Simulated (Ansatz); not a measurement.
Set up this calculation in Ansatz 0.2.0, as the native input.

```yaml
Task: relaxation of cell and atoms
Functional: PBEsol
Potentials_or_basis: Ansatz PAW
Cutoff: "420 eV (not typed: the program's choice for these potentials)"
k_mesh: 11 × 11 × 6
Occupations: fermi-dirac, width 0.05 eV
Spin: no spin polarisation
Target_pressure: 30 GPa
Target_pressure_GPa: 30
```

The system is Au.

```
CELL_PARAMETERS angstrom
1.41131 -2.55593 0.00000
1.41131 2.55593 0.00000
0.00000 0.00000 4.89317
ATOMIC_POSITIONS crystal
Au 0.33467 0.66533 0.25000
Au 0.66533 0.33467 0.75000
```

This isn't the form of Au at room conditions, which is fcc.

The input as run:

input.yaml

```yaml
crystal:
  lattice:
    - [1.411309965, -2.555933025, 0.0]
    - [1.411309965, 2.555933025, 0.0]
    - [0.0, 0.0, 4.89316961]
  atoms:
    - { symbol: Au, position: [0.33467203, 0.66532797, 0.25] }
    - { symbol: Au, position: [0.66532797, 0.33467203, 0.75] }
hamiltonian:
  xc: pbesol
  pseudopotentials: { kind: paw }
kpoints:
  mp_grid: { grid: [11, 11, 6] }
scf:
  occupations: { method: fermi_dirac, width: 0.05 }
output:
  forces: true
  stress: true
  eigenvalues: true
relax:
  f_tol: 0.01
  max_steps: 40
  cell: { stress_tol: 0.05, p_target: 30.0 }
```

Potentials or basis: Ansatz PAW.

The run is started by

```sh
$ ansatz run input.yaml --threads 2 --pin off --max-ram 5632MiB --backend cpu --events-out ev --progress --plain --runs-dir out
```

Results of the run:

```
Relaxed volume                                         : 15.06 Å³/atom
Relaxed cell                                           : a = 2.759 Å, b = 2.759 Å, c = 4.571 Å, α = 90.00°, β = 90.00°, γ = 120.00°
Space group after relaxing (to 0.05 Å)                 : P6_3/mmc (No. 194)
Energy change on relaxing (the enthalpy is what falls) : +143.0 meV/atom
Ionic steps                                            : 6
Pressure after relaxing                                : 30.0 GPa
Band gap on the k mesh                                 : none (metal or under the smearing width)
```

Caveat: the plane-wave basis is chosen anew once the cell has moved, so the energies of steps on either side of that aren't comparable; the PAW data sets come from PBE, with cores solved anew for the run's functional, which leaves a small shift of forces and pressure.

It took 32 s on 2 threads of Intel(R) Xeon(R) Processor @ 2.50GHz (Skylake/Cascade Lake) (shared host), peak memory 0.42 GiB.
